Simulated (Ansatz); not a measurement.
CdS: the change of pressure with volume per atom

All results are calculated (Ansatz 0.2.0). Periodic Kohn-Sham DFT of a crystal at fixed atoms; pressure and stress are positive in compression; the energy is the free energy less that of spherical unpolarised free atoms; site moments are those in the method's own spheres, positive along +z.

Cell of the first row (space group P6_3mc, No. 186):
```
CELL_PARAMETERS angstrom
4.05040 0.00000 0.00000
-2.02520 3.50770 0.00000
0.00000 0.00000 6.61120
ATOMIC_POSITIONS crystal
Cd 0.33333 0.66667 0.00000
Cd 0.66667 0.33333 0.50000
S 0.33333 0.66667 0.38500
S 0.66667 0.33333 0.88500
```

Settings of every row: method frozen-core PAW; functional PBEsol; relativity scalar; k mesh 7x7x4; filling fermi-dirac; smearing width 0.01 eV; wave cutoff 420 eV; paw set soft_2.

Atom start moment: 0 on all atoms.

Limits: PAW files made with PBE.

```
row  volume per atom (Å³)  pressure (GPa)
  1                23.483           3.622
  2                23.982           2.069
  3                24.482           0.682
  4                24.732           0.045
  5                24.982          -0.557
  6                25.231               ?
  7                25.481          -1.664
  8                25.981          -2.652
  9                 26.48          -3.534
```

Question: what pressure should row 6 give?

Worked fit of pressure. Take u = (V_r/V)^(2/3) − 1 with V_r = 24.857 Å³ an atom, which is twice the finite (Eulerian) strain; such expansions in the strain, on which the Birch-Murnaghan equation of state is built, carry the rest volume and the bulk modulus. The shown rows have u = 0.03864, 0.02418, 0.01019, 0.00337, -0.00334, -0.01639, -0.02905, -0.04129. Least squares give pressure = −0.2611 + 89.816 × u + 266.12 × u² + 259 × u³ GPa; a parabola predicts inner rows, each left out in turn, worse (root mean square 0.0041 against 0.0012 GPa). The rows lie off it by 0.000, -0.001, 0.000, 0.000, 0.001, -0.001, 0.000, 0.000. The pressure vanishes at u = 0.0029, or V = 24.75 Å³ an atom, and there the bulk modulus at fixed shape and fractions is B = −V dP/dV = (2/3)(1 + u) dP/du = 61.1 GPa. Letting shape and atoms relax would as a rule lower it, by much in layered, chain or molecular crystals. The withheld row has u = -0.00991, so the fit gives −0.2611 + 89.816 × (-0.00991) + 266.12 × (-0.00991)² + 259 × (-0.00991)³ = -1.125 GPa.

The calculation gave -1.126 GPa. The fit lies 0.001 GPa (0.014 % of the column's range) above it, one unit of the last digit.
